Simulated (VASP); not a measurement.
Set up this calculation in VASP 6.6.1, as the native input.

```
Task                   : single point
Functional             : PBEsol
Potentials or basis    : VASP PAW PBE potentials, release 64 (C)
Cutoff                 : 520 eV
k mesh                 : 14 × 14 × 14
Occupations            : gaussian, width 0.02 eV
Spin                   : no spin polarisation
Further INCAR settings : ALGO = Fast; EDIFF = 1e-07
```

The structure of C lies in POSCAR:

```
C                                       
1.0
    0.0000000000      1.7959378071      1.7959378071
    1.7959378071      0.0000000000      1.7959378071
    1.7959378071      1.7959378071      0.0000000000
  C             
     2
Direct
     0.0000000000000000    0.0000000000000000    0.0000000000000000
     0.2500000000000000    0.2500000000000000    0.2500000000000000
```

This isn't the form of C at room conditions, which is graphite.

The cell isn't the ideal one: a relaxed cell with its volume scaled by 1.03.

The input as run:

INCAR

```
SYSTEM = C
PREC = Accurate
ENCUT = 520
EDIFF = 1E-7
ISMEAR = 0
SIGMA = 0.02
LREAL = .False.
LASPH = .True.
NELM = 80
ALGO = Fast
ISIF = 2
LWAVE = .False.
LCHARG = .False.
GGA = PS
```

KPOINTS

```
Automatic mesh
0
Gamma
  14 14 14
  0 0 0
```

Potentials or basis: VASP PAW PBE potentials, release 64 (C).

The run is started by

```console
$ cat potpaw_PBE.64/C/POTCAR > POTCAR
$ mpirun -np 1 vasp_std > vasp.out
```

Results of the run:

* Pressure: -12.6 GPa
* Band gap on the k mesh: 3.96 eV, indirect (least direct gap 5.48 eV)

Caveat: the PAW data sets were made with another functional, which shifts forces and pressure a little.

It took 7.5 s on 1 thread of Intel(R) Xeon(R) Platinum 8375C CPU @ 2.90GHz (Ice Lake), with other jobs on the host, peak memory 0.11 GiB.
